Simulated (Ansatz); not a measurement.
# How Fe answers to pressure

Space group Fm-3m (No. 225). a = 3.483 Å, b = 3.483 Å, c = 3.483 Å, α = 90.00°, β = 90.00°, γ = 90.00°
| atom | site | symmetry | x | y | z |
| --- | --- | --- | --- | --- | --- |
| Fe | 4a | m-3m | 0.0000 | 0.0000 | 0.0000 |

The runs use the primitive cell with vectors (0.000, 1.741, 1.741), (1.741, 0.000, 1.741), (1.741, 1.741, 0.000) Å, to which the k mesh refers.

It takes space group Fm-3m (No. 225, cubic). Conventional cell: a = 3.483 Å, b = 3.483 Å, c = 3.483 Å, α = 90.00°, β = 90.00°, γ = 90.00°. Around Fe (site symmetry m-3m) lie 12 Fe at 2.46 Å.

The structure comes from a relaxation in the same program, started in the fcc type, and has space group Fm-3m. Whether it is a known phase or the ground state wasn't checked.

Other magnetic orders may lie lower; this is the state that the run reached.

Theory: DFT, PBE, all-electron LAPW, scalar-relativistic in Ansatz 0.2.0.

Settings: a Γ-centred 18×18×18 k mesh, Fermi–Dirac smearing of 0.05 eV, basis error target 0.25 meV/atom, spin-polarised from start moments Fe 3 μB.

The cell is scaled evenly with fractional coordinates held.

```csv
V/V(cell),P (GPa),cell moment (μB)
0.9800,4.73,0.955
1.0000,0.22,1.032
1.0200,-4.06,1.088
1.0600,-10.79,1.238
```

Q: From the rows at 0.9800 and 1.0200, what is the bulk modulus at the cell's volume?

A: B = −ΔP/Δln V = −[(-4.06) − (4.73)]/0.04001 = 219.7 GPa.

In a magnetic metal the moment, and with it the modulus, depend on the k mesh by some per cent, and the slopes vary along the table.

Q: How does the moment scale with volume?

A: dln M/dln V = ln(1.088/0.955)/0.04001 = 3.3: expansion raises it.

Q: Predict the row at V/V(cell) = 0.9405. How far is a linear estimate of P off?

A: P = 14.88 GPa, moment 0.743 μB. The linear estimate P(cell) − B ln(V/V(cell)) = 13.70 GPa misses by 1.18 GPa, since the modulus grows under compression.
